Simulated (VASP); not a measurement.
## Quasiparticle energies of AlN in VASP

Wanted: how far GW moves the Kohn-Sham levels of AlN. The cell has space group P6_3/mmc, a computed entry that need not be the common form of this compound. The start is a computed cell from the Materials Project.

Program: VASP 6.6.1. Level of theory: LDA; plane waves and PAW (Al, N), in the first sound run; inputs show where later runs differ. Results are calculated unless marked as measured.

Report form: the programs' logs are mostly left out.

## 1. The structure

It takes space group P6_3/mmc (No. 194, hexagonal). Conventional cell: a = 3.312 Å, b = 3.312 Å, c = 4.188 Å, α = 90.00°, β = 90.00°, γ = 120.00°. Nearest to Al lie 5 N at 1.91 to 2.09 Å. N has 5 Al at 1.91 to 2.09 Å nearest. Farther neighbours and most contacts between anions are not listed.

Coordinates:

```cif
data_structure
_symmetry_space_group_name_H-M 'P6_3/mmc'
_symmetry_Int_Tables_number 194
_cell_length_a 3.3121
_cell_length_b 3.3121
_cell_length_c 4.1876
_cell_angle_alpha 90.000
_cell_angle_beta 90.000
_cell_angle_gamma 120.000
_cell_volume 39.78
loop_
_atom_site_label
_atom_site_type_symbol
_atom_site_symmetry_multiplicity
_atom_site_Wyckoff_symbol
_atom_site_fract_x
_atom_site_fract_y
_atom_site_fract_z
_atom_site_occupancy
Al1 Al 2 d 0.66667 0.33333 0.25000 1
N1 N 2 c 0.66667 0.33333 0.75000 1
```

## 2. Relaxation

The atoms are relaxed first inside the given cell, which is kept (ISIF = 2), since band edges depend on the positions.

Contents of INCAR:

```
SYSTEM = AlN
PREC = Accurate
ENCUT = 520
EDIFF = 1E-06
NELM = 100
ISMEAR = 0
SIGMA = 0.05
LREAL = .FALSE.
ALGO = Normal
GGA = CA
NBANDS = 14
LWAVE = .FALSE.
LCHARG = .FALSE.
KPAR = 4
IBRION = 2
NSW = 60
ISIF = 2
EDIFFG = -0.01
```

Contents of POSCAR:

```
AlN
1.0
    3.3121157418      0.0000000000      0.0000000000
   -1.6560578709      2.8683763727      0.0000000000
    0.0000000000      0.0000000000      4.1875630000
Al N
2 2
Direct
    0.6666666667      0.3333333333      0.2500000000
    0.3333333333      0.6666666667      0.7500000000
    0.6666666667      0.3333333333      0.7500000000
    0.3333333333      0.6666666667      0.2500000000
```

Contents of KPOINTS:

```
Automatic mesh
0
Gamma
7 7 5
0 0 0
```

PAW data sets: Al and N (PBE family, release 64).

Run with:

```console
mpirun -np 4 vasp_std
```

The job ended after 4.8 s (4 MPI ranks of AMD EPYC 7R43, shared host; peak memory 0.41 GiB; 17 s of CPU time).

The PAW data sets were made with PBE, though LDA sets exist; this is a small mismatch. The run keeps the 24 symmetry operations of its start, so it cannot find a distortion of lower symmetry.

The forces vanish from the start, and no atom moves.

Numbers from this step:

| Item | Value |
| --- | --- |
| free energy (TOTEN) | -32.42 eV |
| Fermi energy | 7.871 eV |
| pressure | -7.587 GPa |

The forces stay under 1e-4 eV/Å.

## 3. Ground state

This step: LDA; plane waves and PAW (Al_GW, N_GW) (VASP 6.6.1).

The orbitals come from a self-consistent LDA run with a tight EDIFF and a narrow smearing. KPOINTS_OPT adds the bands along a path, which shows whether the mesh holds the band edges.

Contents of INCAR:

```
SYSTEM = AlN
PREC = Accurate
ENCUT = 450
EDIFF = 1E-08
NELM = 100
ISMEAR = 0
SIGMA = 0.01
LREAL = .FALSE.
ALGO = Normal
GGA = CA
NBANDS = 14
LORBIT = 11
LWAVE = .TRUE.
LCHARG = .FALSE.
KPAR = 4
```

POSCAR is that of step 2.

Contents of KPOINTS:

```
Automatic mesh
0
Gamma
6 6 4
0 0 0
```

Contents of KPOINTS_OPT:

```
Line mode
12
Line-mode
Reciprocal
  0.00000000   0.00000000   0.00000000 GAMMA
  0.50000000   0.00000000   0.00000000 M

  0.50000000   0.00000000   0.00000000 M
  0.33333333   0.33333333   0.00000000 K

  0.33333333   0.33333333   0.00000000 K
  0.00000000   0.00000000   0.00000000 GAMMA

  0.00000000   0.00000000   0.00000000 GAMMA
  0.00000000   0.00000000   0.50000000 A

  0.00000000   0.00000000   0.50000000 A
  0.50000000   0.00000000   0.50000000 L

  0.50000000   0.00000000   0.50000000 L
  0.33333333   0.33333333   0.50000000 H

  0.33333333   0.33333333   0.50000000 H
  0.00000000   0.00000000   0.50000000 A

  0.50000000   0.00000000   0.50000000 L
  0.50000000   0.00000000   0.00000000 M

  0.33333333   0.33333333   0.00000000 K
  0.33333333   0.33333333   0.50000000 H
```

Potentials, in the order of the species: Al_GW and N_GW (LDA family, release 64).

Run with:

```console
mpirun -np 4 vasp_std
```

The job ended after 13 s (4 MPI ranks; peak memory 0.45 GiB; 50 s of CPU time).

This step gave:

| Item | Value |
| --- | --- |
| free energy (TOTEN) | -32.48 eV |
| Fermi energy | 6.884 eV |
| pressure | -10.58 GPa |
| least gap on mesh and path | 3.280 eV |
| least direct gap on mesh and path | 3.280 eV |

The highest empty bands on the path are converged less tightly, to about 0.1 eV. The electronic bands at the labelled points (eV, zero at the valence-band top; v1 is the highest filled band, c1 the lowest empty one):

| point | v4 | v3 | v2 | v1 | c1 | c2 | c3 | c4 |
| --- | --- | --- | --- | --- | --- | --- | --- | --- |
| Γ | -3.27 | -1.61 | -1.61 | 0.00 | 3.28 | 4.24 | 8.04 | 8.04 |
| 0.45 of the way | -3.91 | -3.04 | -1.45 | -0.94 | 4.65 | 5.76 | 7.40 | 8.96 |
| M | -4.50 | -4.33 | -2.90 | -1.46 | 3.71 | 6.99 | 7.08 | 9.08 |
| 0.45 of the way | -4.54 | -4.28 | -3.06 | -1.94 | 4.67 | 5.93 | 7.75 | 8.81 |
| K | -4.54 | -3.77 | -3.77 | -2.55 | 5.07 | 6.05 | 8.61 | 8.61 |
| 0.55 of the way | -4.81 | -2.87 | -1.68 | -1.21 | 5.12 | 6.24 | 6.96 | 8.01 |
| Γ | -3.27 | -1.61 | -1.61 | 0.00 | 3.28 | 4.24 | 8.04 | 8.04 |
| 0.55 of the way | -3.01 | -1.91 | -1.91 | -1.59 | 4.52 | 4.99 | 7.78 | 7.78 |
| A | -2.48 | -2.48 | -2.48 | -2.48 | 5.57 | 5.57 | 8.24 | 8.24 |
| 0.45 of the way | -2.84 | -2.84 | -1.92 | -1.92 | 5.33 | 5.33 | 8.71 | 8.71 |
| L | -3.26 | -3.26 | -1.74 | -1.74 | 4.95 | 4.95 | 9.08 | 9.08 |
| 0.45 of the way | -4.22 | -4.22 | -1.18 | -1.18 | 5.60 | 5.60 | 8.87 | 8.87 |
| H | -5.18 | -5.18 | -0.82 | -0.82 | 6.75 | 6.75 | 7.92 | 7.92 |
| 0.45 of the way | -3.63 | -3.63 | -1.44 | -1.44 | 5.53 | 5.53 | 8.99 | 8.99 |
| A | -2.48 | -2.48 | -2.48 | -2.48 | 5.57 | 5.57 | 8.24 | 8.24 |
| jump to L | -3.26 | -3.26 | -1.74 | -1.74 | 4.95 | 4.95 | 9.08 | 9.08 |
| 0.55 of the way | -4.22 | -3.60 | -1.99 | -1.62 | 4.26 | 5.03 | 8.98 | 9.64 |
| M | -4.50 | -4.33 | -2.90 | -1.46 | 3.71 | 6.99 | 7.08 | 9.08 |
| jump to K | -4.54 | -3.77 | -3.77 | -2.55 | 5.07 | 6.05 | 8.61 | 8.61 |
| 0.55 of the way | -6.25 | -3.69 | -1.74 | -1.74 | 6.29 | 6.33 | 8.40 | 8.40 |
| H | -5.18 | -5.18 | -0.82 | -0.82 | 6.75 | 6.75 | 7.92 | 7.92 |

Of the projections kept (Al, N), the largest for each band there; the rest of the weight can lie on other orbitals:

| point | v4 | v3 | v2 | v1 | c1 | c2 | c3 | c4 |
| --- | --- | --- | --- | --- | --- | --- | --- | --- |
| Γ | N 0.75 | N 0.86 | N 0.86 | N 0.94 | N 0.72 | Al 0.88 | Al 0.95 | Al 0.95 |
| M | N 0.70 | N 0.66 | N 0.76 | N 0.83 | Al 0.91 | Al 0.58 | N 0.64 | Al 1.00 |
| K | N 0.64 | N 0.73 | N 0.73 | N 0.78 | Al 1.00 | N 0.68 | Al 0.56 | Al 0.56 |
| Γ | N 0.75 | N 0.86 | N 0.86 | N 0.94 | N 0.72 | Al 0.88 | Al 0.95 | Al 0.95 |
| A | N 0.79 | N 0.79 | N 0.79 | N 0.79 | N 0.58 | N 0.58 | Al 0.98 | Al 0.98 |
| L | N 0.74 | N 0.74 | N 0.85 | N 0.85 | Al 0.52 | Al 0.52 | Al 0.90 | Al 0.90 |

The cell has a gap of 3.28 eV on mesh and path and a pressure of -10.6 GPa, which holds the misfit of the given cell and coordinates with this functional, and any error of cutoff, mesh and data sets.

## 4. Empty bands

The next step needs empty bands that the ground-state run didn't converge, so the Hamiltonian is diagonalised exactly for NBANDS bands, in a single step. LOPTICS writes the k-derivatives of the orbitals (WAVEDER), which give the long-wavelength limit of the screening.

Contents of INCAR:

```
SYSTEM = AlN
PREC = Accurate
ENCUT = 450
ISMEAR = 0
SIGMA = 0.01
LREAL = .FALSE.
GGA = CA
NBANDS = 36
ALGO = Exact
NELM = 1
LWAVE = .TRUE.
LCHARG = .FALSE.
LOPTICS = .TRUE.
NEDOS = 1000
CSHIFT = 0.1
```

POSCAR is that of step 3.

KPOINTS is that of step 3.

Run with:

```console
mpirun -np 4 vasp_std
```

The job ended after 15 s (4 MPI ranks; peak memory 0.71 GiB).

The gap is read on the k-mesh alone, so it is an upper bound where the band edges lie off the mesh.

A gap read on the k-mesh alone can miss the band edges.

Numbers from this step:

* gap on the k-mesh: 3.280 eV
* least direct gap on the k-mesh: 3.280 eV

WAVECAR now holds 36 bands for 16 electrons. Its independent-particle dielectric tensor has xx, yy, zz = 4.8, 4.8, 5.2 on this mesh, which isn't tested for convergence in mesh or bands and lacks local fields.

## 5. G0W0, bands in the sums 36

This step: G0W0 on LDA; plane waves and PAW (Al_GW, N_GW) (VASP 6.6.1).

G0W0 keeps orbitals and screening fixed and shifts each of the lowest NBANDSGW levels once.

Contents of INCAR:

```
SYSTEM = AlN
PREC = Accurate
ENCUT = 450
ISMEAR = 0
SIGMA = 0.01
LREAL = .FALSE.
GGA = CA
NBANDS = 36
ALGO = EVGW0
NELMGW = 1
ENCUTGW = 180
NOMEGA = 48
PRECFOCK = Fast
NBANDSGW = 16
LWAVE = .FALSE.
LCHARG = .FALSE.
```

POSCAR is that of step 4.

KPOINTS is that of step 4.

Run with:

```console
mpirun -np 4 vasp_std
```

Run time: 99 s. Hardware: 4 MPI ranks; peak memory 0.77 GiB; 6.5 min of CPU time.

This step gave:

| Quantity | Value |
| --- | --- |
| quasiparticle gap on the mesh | 4.483 eV |
| smallest direct quasiparticle gap on the mesh | 4.483 eV |
| gap of the starting orbitals on the mesh | 3.280 eV |

GW takes the gap from 3.280 to 4.483 eV. The value holds for 36 bands, ENCUTGW = 180 eV and this mesh, and isn't shown to be converged in them.

## 6. Empty bands

This step: LDA; plane waves and PAW (Al_GW, N_GW) (VASP 6.6.1).

The empty bands are made again, for the run that follows.

Contents of INCAR:

```
SYSTEM = AlN
PREC = Accurate
ENCUT = 450
ISMEAR = 0
SIGMA = 0.01
LREAL = .FALSE.
GGA = CA
NBANDS = 68
ALGO = Exact
NELM = 1
LWAVE = .TRUE.
LCHARG = .FALSE.
LOPTICS = .TRUE.
NEDOS = 1000
CSHIFT = 0.1
```

POSCAR is that of step 5.

KPOINTS is that of step 5.

Run with:

```console
mpirun -np 4 vasp_std
```

Elapsed: 15 s, on 4 MPI ranks; peak memory 0.71 GiB.

WAVECAR now holds 68 bands for 16 electrons.

## 7. G0W0, bands in the sums 68

This step: G0W0 on LDA; plane waves and PAW (Al_GW, N_GW) (VASP 6.6.1).

The sums now run over 68 bands at the same response cutoff.

Contents of INCAR:

```
SYSTEM = AlN
PREC = Accurate
ENCUT = 450
ISMEAR = 0
SIGMA = 0.01
LREAL = .FALSE.
GGA = CA
NBANDS = 68
ALGO = EVGW0
NELMGW = 1
ENCUTGW = 180
NOMEGA = 48
PRECFOCK = Fast
NBANDSGW = 16
LWAVE = .FALSE.
LCHARG = .FALSE.
```

POSCAR is that of step 6.

KPOINTS is that of step 6.

Run with:

```console
mpirun -np 4 vasp_std
```

It took 2.7 min on 4 MPI ranks; peak memory 0.89 GiB.

The gap is now 4.610 eV, +127 meV against the GW run before.

## 8. Empty bands

This step: LDA; plane waves and PAW (Al_GW, N_GW) (VASP 6.6.1).

Contents of INCAR:

```
SYSTEM = AlN
PREC = Accurate
ENCUT = 450
ISMEAR = 0
SIGMA = 0.01
LREAL = .FALSE.
GGA = CA
NBANDS = 132
ALGO = Exact
NELM = 1
LWAVE = .TRUE.
LCHARG = .FALSE.
LOPTICS = .TRUE.
NEDOS = 1000
CSHIFT = 0.1
```

POSCAR is that of step 7.

KPOINTS is that of step 7.

Run with:

```console
mpirun -np 4 vasp_std
```

The job ended after 17 s (4 MPI ranks; peak memory 0.72 GiB; 64 s of CPU time).

WAVECAR now holds 132 bands for 16 electrons.

## 9. G0W0, bands in the sums 132

This step: G0W0 on LDA; plane waves and PAW (Al_GW, N_GW) (VASP 6.6.1).

The sums now run over 132 bands at the same response cutoff.

Contents of INCAR:

```
SYSTEM = AlN
PREC = Accurate
ENCUT = 450
ISMEAR = 0
SIGMA = 0.01
LREAL = .FALSE.
GGA = CA
NBANDS = 132
ALGO = EVGW0
NELMGW = 1
ENCUTGW = 180
NOMEGA = 48
PRECFOCK = Fast
NBANDSGW = 16
LWAVE = .FALSE.
LCHARG = .FALSE.
```

POSCAR is that of step 8.

KPOINTS is that of step 8.

Run with:

```console
mpirun -np 4 vasp_std
```

The job ended after 5.6 min (4 MPI ranks; peak memory 1 GiB).

The gap is now 4.704 eV, +94 meV against the GW run before.

## 10. Empty bands

This step: LDA; plane waves and PAW (Al_GW, N_GW) (VASP 6.6.1).

Contents of INCAR:

```
SYSTEM = AlN
PREC = Accurate
ENCUT = 450
ISMEAR = 0
SIGMA = 0.01
LREAL = .FALSE.
GGA = CA
NBANDS = 220
ALGO = Exact
NELM = 1
LWAVE = .TRUE.
LCHARG = .FALSE.
LOPTICS = .TRUE.
NEDOS = 1000
CSHIFT = 0.1
```

POSCAR is that of step 9.

KPOINTS is that of step 9.

Run with:

```console
mpirun -np 4 vasp_std
```

Run time: 20 s. Hardware: 4 MPI ranks; peak memory 0.74 GiB; 76 s of CPU time.

WAVECAR now holds 220 bands for 16 electrons.

## 11. G0W0, bands in the sums 220

This step: G0W0 on LDA; plane waves and PAW (Al_GW, N_GW) (VASP 6.6.1).

The sums now run over 220 bands at the same response cutoff.

Contents of INCAR:

```
SYSTEM = AlN
PREC = Accurate
ENCUT = 450
ISMEAR = 0
SIGMA = 0.01
LREAL = .FALSE.
GGA = CA
NBANDS = 220
ALGO = EVGW0
NELMGW = 1
ENCUTGW = 180
NOMEGA = 48
PRECFOCK = Fast
NBANDSGW = 16
LWAVE = .FALSE.
LCHARG = .FALSE.
```

POSCAR is that of step 10.

KPOINTS is that of step 10.

Run with:

```console
mpirun -np 4 vasp_std
```

It took 11 min on 4 MPI ranks; peak memory 1.3 GiB; 44 min of CPU time.

The gap is now 4.748 eV, +44 meV against the GW run before.

## 12. Summary

This step: GW series: G0W0 on LDA; plane waves and PAW (VASP 6.6.1).

This step runs nothing: it gathers the runs above.

Cost is wall time times ranks on a shared host, with the step that makes the empty bands. GW runs:

| level | bands | ENCUTGW (eV) | NOMEGA | k mesh | starting gap (eV) | quasiparticle gap (eV) | direct gap (eV) | cost (core minutes) |
| --- | --- | --- | --- | --- | --- | --- | --- | --- |
| G0W0 | 36 | 180 | 48 | 6x6x4 | 3.28 | 4.483 | 4.483 | 7.61 |
| G0W0 | 68 | 180 | 48 | 6x6x4 | 3.28 | 4.61 | 4.61 | 11.95 |
| G0W0 | 132 | 180 | 48 | 6x6x4 | 3.28 | 4.704 | 4.704 | 23.45 |
| G0W0 | 220 | 180 | 48 | 6x6x4 | 3.28 | 4.748 | 4.748 | 45.53 |

## 13. Outcome

```
G0W0 on LDA, 220 bands, ENCUTGW 180 eV, NOMEGA 48, mesh 6×6×4 : 3.280 → 4.748 eV
G0W0 on LDA, 36 bands, ENCUTGW 180 eV, NOMEGA 48, mesh 6×6×4  : 3.280 → 4.483 eV
```

G0W0 gives a quasiparticle gap of 4.748 eV on the mesh, 1.47 eV over the LDA gap on the same mesh. On mesh and path the starting valence top lies at Γ and the conduction bottom at Γ, so the starting gap is direct. Both points lie on the GW mesh. The steps of the series move the gap by +127, +94, +44 meV; the last costs 1.9 times the one before. The last step lies outside a tolerance of 30 meV, picked for this account, and the last two together move the gap by +138 meV. Response cutoff and mesh weren't varied, so the series can only reach this cutoff's value. The given cell is kept, although it stands at -10.6 GPa at LDA and ENCUT = 450 eV, which holds the mismatch of the given cell with this functional and any basis-set error; the relaxation of the atoms, at LDA and ENCUT = 520 eV, gave -7.6 GPa. Not tabulated here, as repeats of values shown or as unfit to read for their mesh, reference level or band range: gaps (empty bands, relaxation); eps2 curves (empty bands); eps1 curves and static values (empty bands).

[Lines on the potential files, build, host, timing and source positions are cut from VASP's logs without a mark.]

[Logs are printed without paths, hosts, clocks, repeated set-up lines and the standing remarks that a program may print on its own settings, such as how far it seeks lower states.]

[Hosts, paths, dates, database ids (printed as entryN), source tags and the programs' standing remarks are cut or masked in the printed files.]

[Pressures printed for these runs are not shown converged in the cutoff: they can be off by several GPa and have the wrong sign.]

[In band tables of VASP the shares of atoms and orbitals are scaled to a sum of 1 inside the atoms' spheres.]
